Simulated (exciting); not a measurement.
Write the native input for exciting (release sodium) that does the following.

* Task: single point
* Functional: LDA
* Potentials or basis: all-electron LAPW+lo, shipped species files, valence relativity iora*
* rgkmax: 9
* k mesh: 11 × 11 × 11
* Occupations: gaussian, width 0.05 eV
* Spin: no spin polarisation
* outputlevel: normal
* gmaxvr (cutoff of density and potential): 14 1/bohr
* lmaxapw (and lmaxmat): 10
* lmaxvr: 8
* nempty: 8
* Valence relativity: iora*
* epsengy: 1e-05 Ha
* epspot: 1e-05 Ha
* maxscl: 60
* Muffin-tin radii: In 2.3 bohr

The system is In.

```
In
1.0
    -1.62547    1.62547    2.47370
     1.62547   -1.62547    2.47370
     1.62547    1.62547   -2.47370
In
1
Cartesian
  0.0000 0.0000 0.0000
```

One way to write it, as run:

input.xml

```xml
<input>
  <title>In</title>
  <structure speciespath="./" tshift="false">
    <crystal scale="1">
      <basevect>-3.071693123795 3.071693123795 4.674615514487</basevect>
      <basevect>3.071693123795 -3.071693123795 4.674615514487</basevect>
      <basevect>3.071693123795 3.071693123795 -4.674615514487</basevect>
    </crystal>
    <species speciesfile="In.xml" rmt="2.3">
      <atom coord="0.000000000000 0.000000000000 0.000000000000"/>
    </species>
  </structure>
  <groundstate do="fromscratch" ngridk="11 11 11" rgkmax="9" gmaxvr="14" lmaxapw="10" lmaxmat="10" lmaxvr="8" xctype="LDA_PW" stype="Gaussian" swidth="0.00183747" nempty="8" ValenceRelativity="iora*" epsengy="1e-05" epspot="1e-05" maxscl="60" tforce="true" outputlevel="normal"/>
</input>
```

Potentials or basis: all-electron LAPW+lo, shipped species files, valence relativity iora*.

Run with:

```sh
$ OMP_NUM_THREADS=1 exciting_smp
```

Results of the run:

- Band gap on the k mesh: none (metal or under the smearing width)
- All electrons inside the program's atomic spheres: In 46.67 (radii In 2.3 bohr)

Caveat: the log's total energy holds no entropy term; the free energy is that total less TS from the occupations.

Wall time 69 s on 1 thread of Arm Neoverse V1 (shared host), peak memory 0.1 GiB.
